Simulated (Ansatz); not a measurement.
EuO2:

```
Eu O
1.0
    -1.93055    1.93055    2.73861
     1.93055   -1.93055    2.73861
     1.93055    1.93055   -2.73861
Eu O
1 2
Direct
  0.50000 0.50000 0.00000
  0.25000 0.75000 0.50000
  0.75000 0.25000 0.50000
```

The cell comes from a database or a generator and needn't be the stable form of this composition.

Base run:

| Quantity | Value |
| --- | --- |
| Program | Ansatz 0.2.0 |
| Functional | r2SCAN |
| Potentials or basis | Ansatz PAW |
| Cutoff | 500 eV (not typed: the program's choice for these potentials) |
| k mesh | 10 × 10 × 10 |
| Occupations | fermi-dirac, width 0.05 eV |
| Spin | collinear spin, ferromagnetic start |
| Starting moments | [7.0, 0.0, 0.0] μB |
| Hubbard terms | Eu f U = 5 eV |

Its results: band gap on the k mesh none (metal or under the smearing width); pressure 2.5 GPa; net moment 5.00 μB per cell; site moments Eu +5.91; O -0.55 μB.

Question: The run is repeated on the same cell with these changes: hubbard terms from Eu f U = 5 eV to Eu f U = 4 eV. What comes out?

Answer: Band gap on the k mesh none (metal or under the smearing width); pressure 1.7 GPa; net moment 5.00 μB per cell; site moments Eu +5.92; O -0.55 μB.

Caveats: the magnetic or orbital state may not be the lowest; spin-orbit coupling is left out, which moves the levels of the heavy elements; a cell with one magnetic atom can't hold antiferromagnetic order, which such compounds often take; the PAW data sets come from PBE, with cores solved anew for the run's functional, which leaves a small shift of forces and pressure; the density of states is complete only up to the lowest level of the last band computed.
